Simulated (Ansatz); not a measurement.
Runs of Ansatz 0.2.0 on BN. It takes space group R3m (No. 160, trigonal). The conventional cell has a = 2.502 Å, b = 2.502 Å, c = 10.119 Å, α = 90.00°, β = 90.00°, γ = 120.00°. Around N (site symmetry 3m) lie 3 B at 1.44 Å. B (site symmetry 3m) has 3 N at 1.44 Å as nearest neighbours. The cell is a database's computed one.

```csv
task,level,cell,points for each segment of the path,gap on the mesh (eV),pressure (GPa),relaxed volume (Å³/atom)
relaxation of cell and atoms,revPBE,relaxed,-,4.34,0.0,14.07
band structure,RPBE,as given,14,4.40,(b),-
band structure,BLYP,as given,14,4.35,5.7,-
relaxation of cell and atoms,RPBE,relaxed,-,4.26,0.0,(a)
band structure,revPBE,as given,14,(c),6.5,-
```

Alike in all rows: potentials or basis Ansatz PAW; no spin polarisation; k mesh 12 × 12 × 12; cutoff (eV) 420; smearing fermi-dirac 0.05 eV.

**Question.** Fill in the values left out.

**Answer.** (a) 13.32; (b) 7.4; (c) 4.37.

Caveats: the PAW data sets come from PBE, with cores solved anew for the run's functional, which leaves a small shift of forces and pressure; the volume moved by over 15 % at a fixed basis, so the end points are rough (some runs); the plane-wave basis is chosen anew once the cell has moved, so the energies of steps on either side of that aren't comparable (some runs).

A k mesh can miss the band edges.

Runs at the PBE level aren't shown here.
